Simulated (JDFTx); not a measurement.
Runs of JDFTx 1.7.0 (patched build) on AlN. It takes space group P6_3mc (No. 186, hexagonal). The conventional cell has a = 3.113 Å, b = 3.113 Å, c = 4.981 Å, α = 90.00°, β = 90.00°, γ = 120.00°. Around Al (site symmetry 3m) lie 4 N at 1.89 Å. N (site symmetry 3m) has 4 Al at 1.89 Å as nearest neighbours. 

| task | level | potentials or basis | cell | k mesh | cutoff (eV) | smearing | max SCF steps | SCF threshold on the energy | solver of the electrons | further solve for the empty bands | SCF threshold on the residual | mesh quality | gap on the mesh (eV) | pressure (GPa) | relaxed volume (Å³/atom) | largest force (eV/Å) |
| --- | --- | --- | --- | --- | --- | --- | --- | --- | --- | --- | --- | --- | --- | --- | --- | --- |
| single point | TASK | SG15-PBE-1.2 | as given | 4 × 4 × 2 | 1088 | fermi-dirac 0.05 eV | 100 | 1e-09 Ha | scf | yes | - | coarse | 5.51 | 16.6 | - | 0.23 |
| single point | PBEsol | PseudoDojo-SR-PBEsol-0.4.1-standard | as given | 10 × 10 × 6 | 1143 | fermi-dirac 0.05 eV | 100 | 1e-09 Ha | scf | yes | - | not flagged | 4.14 | (c) | - | 0.13 |
| single point | PBE | PseudoDojo-SR-PBE-0.5-standard | atoms moved at random, drawn with an rms of 0.05 Å | 10 × 10 × 6 | 1143 | fermi-dirac 0.05 eV | 100 | 1e-09 Ha | scf | yes | - | not flagged | 4.24 | 4.1 | - | 1.41 |
| relaxation of cell and atoms | RPBE | PseudoDojo-SR-PBE-0.5-standard | relaxed | 10 × 10 × 6 | 1143 | fermi-dirac 0.05 eV | 100 | 1e-09 Ha | scf | no | - | not flagged | 4.09 | 0.0 | 10.68 | - |
| relaxation of cell and atoms | PBE+D3(BJ) | PseudoDojo-SR-PBE-0.5-standard | relaxed | 10 × 10 × 6 | 1143 | fermi-dirac 0.05 eV | 100 | 1e-09 Ha | scf | no | - | not flagged | 4.24 | 0.0 | (d) | - |
| single point | LDA | PseudoDojo-SR-LDA-0.4.1-standard | as given | 10 × 10 × 6 | 1143 | fermi-dirac 0.05 eV | 100 | 1e-09 Ha | scf | yes | - | not flagged | (b) | (a) | - | 0.11 |

Alike in all rows: no spin polarisation.

Task: Fill in the values left out.

Result: (a) -5.8; (b) 4.26; (c) 0.1; (d) 10.40.

Caveats: some runs use coarse meshes; the empty levels aren't tightly converged (some runs); the potentials were made for another functional, which shifts forces and pressure (some runs); meta-GGA forces are noisy on this grid (some runs); so large a pressure means that the cell lies far from this level's equilibrium, or that cutoff or potentials fall short (some runs).

A k mesh can miss the band edges.

The runs don't all hold the same shells in valence.
